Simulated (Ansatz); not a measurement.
# Lu (diamond type): the cost of one run

Program: Ansatz 0.2.0. Level of theory: DFT PBE, with the methods named in each step. These are calculated values, not measurements.

This is Lu in the diamond structure; at room conditions it is hcp.

1 further run of the same task is left out (it didn't finish). Runs told in other sessions of the task aren't counted.

### Step 1. Starting point

It takes space group Fd-3m (No. 227, cubic). Conventional cell: a = 6.632 Å, b = 6.632 Å, c = 6.632 Å, α = 90.00°, β = 90.00°, γ = 90.00°. Around Lu (site symmetry -43m) lie 4 Lu at 2.87 Å.

Coordinates:

```xyz
2
Lattice="0.0000 3.3160 3.3160 3.3160 0.0000 3.3160 3.3160 3.3160 0.0000" Properties=species:S:1:pos:R:3 pbc="T T T"
Lu   -0.8290   -0.8290   -0.8290
Lu    0.8290    0.8290    0.8290
```

Atoms are numbered in the order of the input: Lu1, Lu2.

### Step 2. The bond as given, LAPW

input.yaml

```yaml
crystal:
  lattice:
    - [0.0, 3.3160452135, 3.3160452135]
    - [3.3160452135, 0.0, 3.3160452135]
    - [3.3160452135, 3.3160452135, 0.0]
  atoms:
    - { symbol: Lu, position: [-0.125, -0.125, -0.125] }
    - { symbol: Lu, position: [0.125, 0.125, 0.125] }
kpoints:
  mp_grid: { grid: [8, 8, 8] }
scf:
  occupations: { method: fermi_dirac, width: 0.05 }
hamiltonian:
  xc: pbe
  pseudopotentials: { kind: all_electron, lapw: { basis_error: 0.001 } }
output:
  forces: true
  stress: true
  eigenvalues: true
  populations: true
```

Started as:

```bash
$ ansatz run input.yaml --threads 1 --pin off --max-ram 2048MiB --backend cpu --events-out ev --progress --plain --runs-dir out
```

What time and memory should one allow on 1 thread of Arm Neoverse V2, shared host?

About 23 s, with a peak of 0.37 GiB.
